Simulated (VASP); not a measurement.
# TiO2 in VASP: further runs

Runs on TiO2. Level: PBEsol. Tasks: single point, relaxation of the atoms.

Program: VASP 6.6.1. These are calculated values, not measurements. Logs are shortened: lines on timing, memory, paths and dates and some standing lists are left out, and cuts for length are marked.

## 1. The structure

The cell holds a slab with vacuum, 9 atoms: a = 2.942 Å, b = 4.593 Å, c = 21.390 Å, α = 90.00°, β = 90.00°, γ = 90.00°.

## 2. Single point, PBEsol

INCAR

```
  PREC = Accurate
  ENCUT = 520
  EDIFF = 1E-6
  ISMEAR = 0
  SIGMA = 0.03
  LREAL = False
  LASPH = True
  NELM = 80
  ALGO = Normal
  ISIF = 2
  LWAVE = False
  LCHARG = False
  LDIPOL = True
  IDIPOL = 3
  DIPOL = 0.5 0.5 0.500
  GGA = PS
  NBANDS = 46
  LVHAR = True
  LVACPOTAV = True
  ICORELEVEL = 1
  KPAR = 4
```

KPOINTS

```
regular mesh
0
Gamma
  9 6 1
```

POSCAR

```
TiO2
1.0
    2.9417410000      0.0000000000      0.0000000000
    0.0000000000      4.5927070000      0.0000000000
    0.0000000000      0.0000000000     21.3900628800
O Ti
6 3
Direct
    0.5000000000      0.1956750000      0.3506301100
    0.5000000000      0.8043250000      0.4346577200
    0.0000000000      0.3043250000      0.4579861900
    0.0000000000      0.6956750000      0.5420138100
    0.5000000000      0.1956750000      0.5653422800
    0.5000000000      0.8043250000      0.6493698900
    0.0000000000      0.0000000000      0.3926439100
    0.5000000000      0.5000000000      0.5000000000
    0.0000000000      0.0000000000      0.6073560900
```

Potentials or basis: VASP PAW PBE potentials, release 64 (O, Ti_sv).

Command:

```bash
$ cat potpaw_PBE.64/O/POTCAR potpaw_PBE.64/Ti_sv/POTCAR > POTCAR
$ mpirun -np 4 vasp_std > vasp.out
```

OUTCAR:

```text
PREC = Accurate
   ENCUT = 520
   EDIFF = 1E-6
   ISMEAR = 0
   LREAL = False
   LASPH = True
   NELM = 80
   ISIF = 2
   GGA = PS

 ion  position               nearest neighbor table
   1  0.500  0.196  0.351-   7 1.94   7 1.94
   2  0.500  0.804  0.435-   7 1.94   7 1.94   8 1.98
   3  0.000  0.304  0.458-   8 1.94   8 1.94   7 1.98
   4  0.000  0.696  0.542-   8 1.94   8 1.94   9 1.98
   5  0.500  0.196  0.565-   9 1.94   9 1.94   8 1.98
   6  0.500  0.804  0.649-   9 1.94   9 1.94
   7  0.000  0.000  0.393-   1 1.94   1 1.94   2 1.94   2 1.94   3 1.98
   8  0.500  0.500  0.500-   3 1.94   4 1.94   3 1.94   4 1.94   2 1.98   5 1.98
   9  0.000  0.000  0.607-   6 1.94   6 1.94   5 1.94   5 1.94   4 1.98

  LATTYP: Found a simple orthorhombic cell.
 ALAT       =     2.9417410000
 B/A-ratio  =     1.5612207193
 C/A-ratio  =     7.2712257401

  Lattice vectors:

 A1 = (   2.9417410000,   0.0000000000,   0.0000000000)
 A2 = (   0.0000000000,   4.5927070000,   0.0000000000)
 A3 = (   0.0000000000,   0.0000000000,  21.3900628800)

Analysis of symmetry for initial positions (statically):
=====================================================================
 Subroutine PRICEL returns:
 Original cell was already a primitive cell.

 Routine SETGRP: Setting up the symmetry group for a
 simple orthorhombic supercell.

 Subroutine GETGRP returns: Found  4 space group operations
 (whereof  4 operations were pure point group operations)
 out of a pool of  8 trial point group operations.

The static configuration has the point symmetry C_2h.

Analysis of symmetry for dynamics (positions and initial velocities):
=====================================================================
 Subroutine PRICEL returns:
 Original cell was already a primitive cell.

 Routine SETGRP: Setting up the symmetry group for a
 simple orthorhombic supercell.

 Subroutine GETGRP returns: Found  4 space group operations
 (whereof  4 operations were pure point group operations)
 out of a pool of  8 trial point group operations.

The dynamic configuration has the point symmetry C_2h.

 Subroutine INISYM returns: Found  4 space group operations
 (whereof  4 operations are pure point group operations),
 and found     1 'primitive' translations

----------------------------------------------------------------------------------------

                                     Primitive cell

  volume of cell :     288.9916

  direct lattice vectors                    reciprocal lattice vectors
     2.941741000  0.000000000  0.000000000     0.339934753  0.000000000  0.000000000
     0.000000000  4.592707000  0.000000000     0.000000000  0.217736511  0.000000000
     0.000000000  0.000000000 21.390062880     0.000000000  0.000000000  0.046750681

  length of vectors
     2.941741000  4.592707000 21.390062880     0.339934753  0.217736511  0.046750681

  position of ions in fractional coordinates (direct lattice)
     0.500000000  0.195675000  0.350630110
     0.500000000  0.804325000  0.434657720
     0.000000000  0.304325000  0.457986190
     0.000000000  0.695675000  0.542013810
     0.500000000  0.195675000  0.565342280
     0.500000000  0.804325000  0.649369890
     0.000000000  0.000000000  0.392643910
     0.500000000  0.500000000  0.500000000
     0.000000000  0.000000000  0.607356090

  ion indices of the primitive-cell ions
   primitive index   ion index
                 1           1
                 2           2
                 3           3
                 4           4
                 5           5
                 6           6
                 7           7
                 8           8
                 9           9

----------------------------------------------------------------------------------------

 KPOINTS: regular mesh

Automatic generation of k-mesh.
 Grid dimensions read from file:
 generate k-points for:    9    6    1

 Generating k-lattice:

  Cartesian coordinates                     Fractional coordinates (reciprocal lattice)
     0.037770528  0.000000000  0.000000000     0.111111111  0.000000000  0.000000000
     0.000000000  0.036289419  0.000000000     0.000000000  0.166666667  0.000000000
     0.000000000  0.000000000  0.046750681     0.000000000  0.000000000  1.000000000

  Length of vectors
     0.037770528  0.036289419  0.046750681

  Shift w.r.t. Gamma in fractional coordinates (k-lattice)
     0.000000000  0.000000000  0.000000000

 Subroutine IBZKPT returns following result:
 ===========================================

 Found     20 irreducible k-points:

 Following reciprocal coordinates:
            Coordinates               Weight
  0.000000  0.000000  0.000000      1.000000
  0.111111  0.000000  0.000000      2.000000
  0.222222  0.000000  0.000000      2.000000
  0.333333  0.000000  0.000000      2.000000
  0.444444  0.000000  0.000000      2.000000
  0.000000  0.166667  0.000000      2.000000
[... 12 lines left out ...]
[... 36 lines left out ...]
   EFERMI_NEDOS =   21; number of points for ismear=-14 and -15
   IALGO  =     38    algorithm
   IMIX   =      4    mixing-type and parameters
     AMIX     =   0.40;   BMIX     =  1.00
     AMIX_MAG =   1.60;   BMIX_MAG =  1.00
  volume/ion in A,a.u.               =      32.11       216.69
  Fermi-wavevector in a.u.,A,eV,Ry     =   1.030127  1.946657 14.437968  1.061161
  Thomas-Fermi vector in A             =   2.164209
   LORBIT       =      0    0 simple, 1 ext, 2 COOP (PROOUT), +10 PAW based schemes
   GGA     = PS    functional components
   LHFCALC =     F    Hartree Fock is set to
   AEXX    =    0.0000 exact exchange contribution
   IVDW    =     0    specifies the selected vdW correction
   LEPSILON=     F    determine dielectric tensor
   LRPA    =     F    only Hartree local field effects (RPA)
 non-spin polarized calculation
 Gauss-broadening in eV      SIGMA  =   0.03
  energy-cutoff  :      520.00
  volume of cell :      288.99
 maximum number of plane-waves:      7825
 NGX is ok and might be reduce to    24
   NGX = 11   NGY = 17   NGZ = 79

 dipolmoment           0.000000      0.000000      0.000000 electrons x Angstroem

 number of electron      72.0000005 magnetization

 dipolmoment           0.000000      0.000000     -0.000000 electrons x Angstroem

 Free energy of the ion-electron system (eV)
  ---------------------------------------------------
  ext. energy  EPLUGINS =         0.00000000
  ---------------------------------------------------
  free energy    TOTEN  =       -81.40776609 eV

  energy without entropy =      -81.40776609  energy(sigma->0) =      -81.40776609

 the core state eigenenergies are
   1-  1s   -507.5328
   2-  1s   -508.1390
   3-  1s   -508.3329
   4-  1s   -508.3329
   5-  1s   -508.1390
   6-  1s   -507.5328
   7-  1s  -4866.2249  2s   -535.1288  2p   -442.3950
   8-  1s  -4866.3331  2s   -535.4093  2p   -442.6587
   9-  1s  -4866.2249  2s   -535.1288  2p   -442.3950

 E-fermi :  -3.1756     XC(G=0):  -4.4714

 val. band max:       -3.4909674726   @ k =   0.1111   0.0000   0.0000
 cond. band min:      -1.4855367618   @ k =   0.0000   0.5000   0.0000
 fundamental gap:      2.0054307108
 Fermi energy:        -3.1756146461

 k-point     1 :       0.0000    0.0000    0.0000
  band No.  band energies     occupation
      1     -60.0329      2.00000
      2     -59.7763      2.00000
      3     -59.7762      2.00000
      4     -36.4429      2.00000
      5     -36.3321      2.00000
      6     -36.2639      2.00000
[... 38 lines left out ...]
     45       0.3652      0.00000
     46       0.8992      0.00000

 k-point     2 :       0.1111    0.0000    0.0000
  band No.  band energies     occupation
      1     -60.0276      2.00000
      2     -59.7712      2.00000
      3     -59.7711      2.00000
      4     -36.4285      2.00000
      5     -36.3267      2.00000
      6     -36.3264      2.00000
[... 874 lines left out ...]
 k-point    20 :       0.4444    0.5000    0.0000
  band No.  band energies     occupation
      1     -59.9893      2.00000
      2     -59.7338      2.00000
      3     -59.7337      2.00000
      4     -36.7382      2.00000
      5     -36.3643      2.00000
      6     -36.3308      2.00000
[... 38 lines left out ...]
     45       0.4773      0.00000
     46       0.8329      0.00000

------------------------ aborting loop because EDIFF is reached ----------------------------------------

  FORCE on cell =-STRESS in cart. coord.  units (eV):
  Direction    XX          YY          ZZ          XY          YZ          ZX
  --------------------------------------------------------------------------------------
  -------------------------------------------------------------------------------------
  Total       -6.9964669     -4.3482667     -3.0947017      0.0000000      0.5755658      0.0000000
  in kB      -38.7886024    -24.1069085    -17.1571101      0.0000000      3.1909525      0.0000000
  external PRESSURE =     -26.6842070 kB  Pullay stress =       0.0000000 kB

 VOLUME and BASIS-vectors are now :
 -----------------------------------------------------------------------------
  energy-cutoff  :      520.00
  volume of cell :      288.99
      direct lattice vectors                 reciprocal lattice vectors
     2.941741000  0.000000000  0.000000000     0.339934753  0.000000000  0.000000000
     0.000000000  4.592707000  0.000000000     0.000000000  0.217736511  0.000000000
     0.000000000  0.000000000 21.390062880     0.000000000  0.000000000  0.046750681

 POSITION                                       TOTAL-FORCE (eV/Angst)
 -----------------------------------------------------------------------------------
      1.47087      0.89868      7.50000         0.000000     -2.230068      0.984127
      1.47087      3.69403      9.29736         0.000000     -1.052505     -0.095981
      0.00000      1.39768      9.79635         0.000000     -0.394324     -0.277579
      0.00000      3.19503     11.59371         0.000000      0.394324      0.277579
      1.47087      0.89868     12.09271         0.000000      1.052505      0.095981
      1.47087      3.69403     13.89006        -0.000000      2.230068     -0.984127
      0.00000      0.00000      8.39868         0.000000      3.772604     -0.560524
      1.47087      2.29635     10.69503         0.000000      0.000000      0.000000
      0.00000      0.00000     12.99138        -0.000000     -3.772604      0.560524
 -----------------------------------------------------------------------------------
    total drift:                                0.000000      0.000000     -0.000000

  FREE ENERGIE OF THE ION-ELECTRON SYSTEM (eV)
  ---------------------------------------------------
  free  energy   TOTEN  =       -81.4077660898 eV

  energy  without entropy=      -81.4077660898  energy(sigma->0) =      -81.40776609

 vacuum level on the upper side and lower side of the slab         3.969         3.969
```

Wall time 3.4 min (4 MPI ranks of Intel Xeon Platinum 8488C (Sapphire Rapids), shared host); peak memory 0.45 GiB.

What came out:

- Free energy: -81.4078 eV
- Largest force: 3.814 eV/Å
- Band gap on the k mesh: 2.01 eV, indirect (least direct gap 2.13 eV)
- Ionisation potential of the upper face: 7.46 eV

Forces in eV/Å, atoms in the order of the input:
```
O    0.000 -2.230  0.984
O    0.000 -1.053 -0.096
O    0.000 -0.394 -0.278
O    0.000  0.394  0.278
O    0.000  1.053  0.096
O    0.000  2.230 -0.984
Ti   0.000  3.773 -0.561
Ti   0.000  0.000  0.000
Ti   0.000 -3.773  0.561
```

Levels at points of the mesh, in eV from the valence-band top:
```csv
k point,band 34,band 35,band 36,band 37,band 38,band 39
"(0.00, 0.00, 0.00)",-0.31,-0.31,-0.08,2.05,2.78,2.92
"(0.00, 0.50, 0.00)",-0.58,-0.41,-0.27,2.01,2.78,2.82
```

Core levels (eV, on the scale of the bands):
| atom | levels |
| --- | --- |
| 1 O | 1s -507.5 |
| 2 O | 1s -508.1 |
| 3 O | 1s -508.3 |
| 4 O | 1s -508.3 |
| 5 O | 1s -508.1 |
| 6 O | 1s -507.5 |

Caveat: the PAW data sets were made with another functional, which shifts forces and pressure a little.

## 3. Relaxation of the atoms, PBEsol

INCAR

```
PREC     = Accurate       # precision mode
ENCUT    = 520            # plane-wave cutoff, eV
EDIFF    = 1E-6           # SCF threshold, eV
ISMEAR   = 0              # smearing method
SIGMA    = 0.03           # smearing width, eV
LREAL    = F              # projectors in reciprocal space
LASPH    = T              # aspherical terms in the spheres
NELM     = 80             # most SCF steps
ALGO     = Normal         # electronic algorithm
ISIF     = 2              # what is computed and relaxed
LWAVE    = F              # write WAVECAR
LCHARG   = F              # write CHGCAR
LDIPOL   = T            
IDIPOL   = 3            
DIPOL    = 0.5 0.5 0.500
GGA      = PS             # functional
IBRION   = 2              # ionic algorithm
NSW      = 80             # ionic steps
EDIFFG   = -0.02          # ionic threshold
KPAR     = 4
```

KPOINTS is that of step 2.

POSCAR is that of step 2.

Potentials or basis: VASP PAW PBE potentials, release 64 (O, Ti_sv).

Command:

```bash
$ cat potpaw_PBE.64/O/POTCAR potpaw_PBE.64/Ti_sv/POTCAR > POTCAR
$ mpirun -np 4 vasp_std > vasp.out
```

It took 39 min on 4 MPI ranks of Intel Xeon Platinum 8488C (Sapphire Rapids), shared host; peak memory 0.5 GiB.

It converged, with:

| Property | Result |
| --- | --- |
| Free energy | -82.5870 eV |
| Energy gained by relaxing | 131.0 meV/atom |
| Ionic steps | 34 |
| Largest force after relaxing | 0.011 eV/Å |
| Band gap on the k mesh | 2.12 eV, direct |

Forces in eV/Å, atoms in the order of the input:
```
O    0.000  0.003  0.007
O    0.000  0.005  0.006
O    0.000  0.000  0.011
O    0.000  0.000 -0.011
O    0.000 -0.005 -0.006
O    0.000 -0.003 -0.007
Ti   0.000  0.000 -0.003
Ti   0.000  0.000  0.000
Ti   0.000  0.000  0.003
```

Step by step:
| step | energy change (eV) | largest force (eV/Å) | pressure (GPa) |
| --- | --- | --- | --- |
| 1 | 0.0000 | 3.8140 | -2.67 |
| 2 | -0.7665 | 2.6711 | 0.63 |
| 3 | -0.8489 | 1.7922 | -0.39 |
| 4 | -0.9727 | 1.5571 | 0.21 |
| 5 | -1.0048 | 1.0121 | 0.00 |
| 6 | -1.0570 | 0.5491 | -0.10 |
| 7 | -1.0608 | 0.4855 | -0.09 |
| 8 | -1.0871 | 0.3070 | 0.07 |
| 9 | -1.1088 | 0.4201 | 0.40 |
| 10 | -1.1253 | 0.4507 | 0.33 |
| 11 | -1.1477 | 0.5945 | 0.13 |
| 12 | -1.1644 | 0.3988 | 0.05 |
| 13 | -1.1743 | 0.2026 | -0.10 |
| 14 | -1.1748 | 0.1597 | -0.08 |
| 15 | -1.1762 | 0.0931 | -0.07 |
| 16 | -1.1767 | 0.0599 | -0.06 |
| 17 | -1.1768 | 0.0651 | -0.06 |
| 18 | -1.1771 | 0.0398 | -0.10 |
| 19 | -1.1772 | 0.0586 | -0.14 |
| 20 | -1.1775 | 0.0441 | -0.17 |
| 21 | -1.1777 | 0.0579 | -0.25 |
| 22 | -1.1780 | 0.0404 | -0.27 |
| 23 | -1.1782 | 0.0391 | -0.29 |
| 24 | -1.1782 | 0.0860 | -0.32 |
| 25 | -1.1782 | 0.0610 | -0.31 |
| 26 | -1.1784 | 0.0383 | -0.34 |
| 27 | -1.1784 | 0.0351 | -0.34 |
| 28 | -1.1786 | 0.0352 | -0.35 |
| 29 | -1.1786 | 0.0473 | -0.37 |
| 30 | -1.1788 | 0.0335 | -0.36 |
| 31 | -1.1790 | 0.0423 | -0.33 |
| 32 | -1.1791 | 0.0275 | -0.33 |
| 33 | -1.1792 | 0.0316 | -0.33 |
| 34 | -1.1792 | 0.0108 | -0.32 |

Final structure:
```cif
data_structure
_symmetry_space_group_name_H-M 'P 1'
_symmetry_Int_Tables_number 1
_cell_length_a 2.9417
_cell_length_b 4.5927
_cell_length_c 21.3901
_cell_angle_alpha 90.000
_cell_angle_beta 90.000
_cell_angle_gamma 90.000
_cell_volume 288.99
loop_
_atom_site_label
_atom_site_type_symbol
_atom_site_fract_x
_atom_site_fract_y
_atom_site_fract_z
_atom_site_occupancy
O1 O 0.50000 0.12989 0.34874 1
O2 O 0.50000 0.76317 0.43088 1
O3 O 0.00000 0.28658 0.46011 1
O4 O 0.00000 0.71342 0.53988 1
O5 O 0.50000 0.23683 0.56912 1
O6 O 0.50000 0.87011 0.65126 1
Ti1 Ti 0.00000 0.01857 0.39474 1
Ti2 Ti 0.50000 0.50000 0.50000 1
Ti3 Ti 0.00000 0.98143 0.60526 1
```

Levels at points of the mesh, in eV from the valence-band top:
| k point | band 32 | band 33 | band 34 | band 35 | band 36 | band 37 | band 38 | band 39 | band 40 | band 41 |
| --- | --- | --- | --- | --- | --- | --- | --- | --- | --- | --- |
| (0.00, 0.00, 0.00) | -1.05 | -1.04 | -0.72 | -0.12 | 0.00 | 2.12 | 2.92 | 2.94 | 3.78 | 3.78 |
| (0.00, 0.50, 0.00) | -1.13 | -1.04 | -0.90 | -0.54 | -0.20 | 2.16 | 3.00 | 3.69 | 3.75 | 3.81 |

Caveat: the PAW data sets were made with another functional, which shifts forces and pressure a little. PBEsol gaps usually lie below the measured ones, often by a third to a half.

## 4. Single point, PBEsol

INCAR

```
  PREC = Accurate
  ENCUT = 520
  EDIFF = 1E-6
  ISMEAR = 0
  SIGMA = 0.03
  LREAL = False
  LASPH = True
  NELM = 80
  ALGO = Normal
  ISIF = 2
  LWAVE = False
  LCHARG = False
  LDIPOL = True
  IDIPOL = 3
  DIPOL = 0.5 0.5 0.500
  GGA = PS
  NBANDS = 46
  LVHAR = True
  LVACPOTAV = True
  ICORELEVEL = 1
  KPAR = 4
```

KPOINTS is that of step 3.

POSCAR

```
TiO2                                    
1.0
    2.9417410000      0.0000000000      0.0000000000
    0.0000000000      4.5927070000      0.0000000000
    0.0000000000      0.0000000000     21.3900628800
  O               Ti            
     6     3
Direct
     0.5000000000000000    0.1298857729717213    0.3487379957220039
     0.5000000000000000    0.7631656593515600    0.4308848244197696
     0.0000000000000000    0.2865753419858504    0.4601149659478018
     0.0000000000000000    0.7134246580141496    0.5398850340521981
     0.5000000000000000    0.2368343406484400    0.5691151755802299
     0.5000000000000000    0.8701142270282789    0.6512620042779964
     0.0000000000000000    0.0185729173418296    0.3947445069526896
     0.5000000000000000    0.5000000000000000    0.5000000000000000
     0.0000000000000000    0.9814270826581709    0.6052554930473107
```

Command:

```bash
$ cat potpaw_PBE.64/O/POTCAR potpaw_PBE.64/Ti_sv/POTCAR > POTCAR
$ mpirun -np 4 vasp_std > vasp.out
```

Wall time 3.4 min (4 MPI ranks of Intel Xeon Platinum 8488C (Sapphire Rapids), shared host); peak memory 0.46 GiB.

It converged, with:

| Quantity | Value |
| --- | --- |
| Free energy | -82.5870 eV |
| Largest force | 0.011 eV/Å |
| Band gap on the k mesh | 2.12 eV, direct |
| Ionisation potential of the upper face | 7.82 eV |

Forces on the atoms (eV/Å):
```
O    0.000  0.003  0.007
O    0.000  0.005  0.006
O    0.000  0.000  0.011
O    0.000  0.000 -0.011
O    0.000 -0.005 -0.006
O    0.000 -0.003 -0.007
Ti   0.000 -0.001 -0.003
Ti   0.000  0.000  0.000
Ti   0.000  0.001  0.003
```

Levels at points of the mesh, in eV from the valence-band top:
| k point | band 34 | band 35 | band 36 | band 37 | band 38 | band 39 |
| --- | --- | --- | --- | --- | --- | --- |
| (0.00, 0.00, 0.00) | -0.72 | -0.12 | 0.00 | 2.12 | 2.92 | 2.94 |
| (0.00, 0.50, 0.00) | -0.90 | -0.54 | -0.20 | 2.16 | 3.00 | 3.69 |

Core levels (eV, on the scale of the bands):
```tsv
atom	levels
1 O	1s -507.9
2 O	1s -507.9
3 O	1s -508.6
4 O	1s -508.6
5 O	1s -507.9
6 O	1s -507.9
```

Caveat: the PAW data sets were made with another functional, which shifts forces and pressure a little.
